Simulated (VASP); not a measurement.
# Ni: relaxation of cell and atoms with PBE+U

Ni:

```
Ni
1.0
     0.00000    1.74785    1.74785
     1.74785    0.00000    1.74785
     1.74785    1.74785    0.00000
Ni
1
Direct
  0.00000 0.00000 0.00000
```

- Program: VASP 6.6.1
- Task: relaxation of cell and atoms
- Functional: PBE
- Potentials or basis: VASP PAW PBE potentials, release 64 (Ni)
- Cutoff: 520 eV
- k mesh: 20 × 20 × 20
- Occupations: gaussian, width 0.1 eV
- Spin: collinear spin, ferromagnetic start
- Starting moments: [0.8] μB
- Hubbard terms: Ni d U = 2.0 eV
- Further INCAR settings: ALGO = Normal; EDIFF = 1e-07; IBRION = 2; EDIFFG = -0.002; NSW = 80; ISIF = 3

* Pressure after relaxing: 0.0 GPa
* Band gap on the k mesh: none (metal or under the smearing width)
* Net moment: 0.67 μB per cell
* Site moments: Ni +0.69 μB
* Valence electrons inside the program's atomic spheres: Ni 9.39

Final structure:
```
Ni
1.0
     0.00000    1.74785    1.74785
     1.74785    0.00000    1.74785
     1.74785    1.74785    0.00000
Ni
1
Direct
  0.00000 0.00000 0.00000
```

Levels at points of the mesh, in eV from the Fermi level:
Spin up:
| k point | band 1 | band 2 | band 3 | band 4 | band 5 | band 6 | band 7 | band 8 | band 9 |
| --- | --- | --- | --- | --- | --- | --- | --- | --- | --- |
| (0.00, 0.00, 0.00) | -8.87 | -2.93 | -2.93 | -2.93 | -1.65 | -1.65 | 24.16 | 28.16 | 28.16 |
| (0.50, 0.00, 0.00) | -5.23 | -2.87 | -2.87 | -1.01 | -1.01 | -0.06 | 5.73 | 22.62 | 25.27 |
| (0.50, 0.50, 0.00) | -5.08 | -4.74 | -0.91 | -0.91 | -0.91 | 2.73 | 9.30 | 15.27 | 15.27 |
Spin down:
```
           k point  band 1  band 2  band 3  band 4  band 5  band 6  band 7  band 8  band 9
(0.00, 0.00, 0.00)   -8.95   -1.64   -1.64   -1.64   -1.00   -1.00   23.91   28.09   28.09
(0.50, 0.00, 0.00)   -4.42   -2.03   -2.03   -0.16    0.14    0.14    6.40   22.42   25.34
(0.50, 0.50, 0.00)   -4.69   -3.63   -0.24    0.52    0.52    2.65    9.56   15.25   15.25
```

Eigenvalues of the final occupation matrices:
| site | spin | trace | eigenvalues |
| --- | --- | --- | --- |
| site 1 d | 1 | 4.58 | 0.91 0.91 0.91 0.92 0.92 |
| site 1 d | 2 | 3.85 | 0.70 0.70 0.70 0.87 0.87 |

Wall time 30 s on 1 thread of Intel(R) Xeon(R) Platinum 8488C (Sapphire Rapids) (shared host), peak memory 0.15 GiB.

Caveat: the relaxation stopped at its first step, so nothing moved; the U is typed as a test and isn't derived for this compound. The state reached can hang on the start; a lower one may exist.
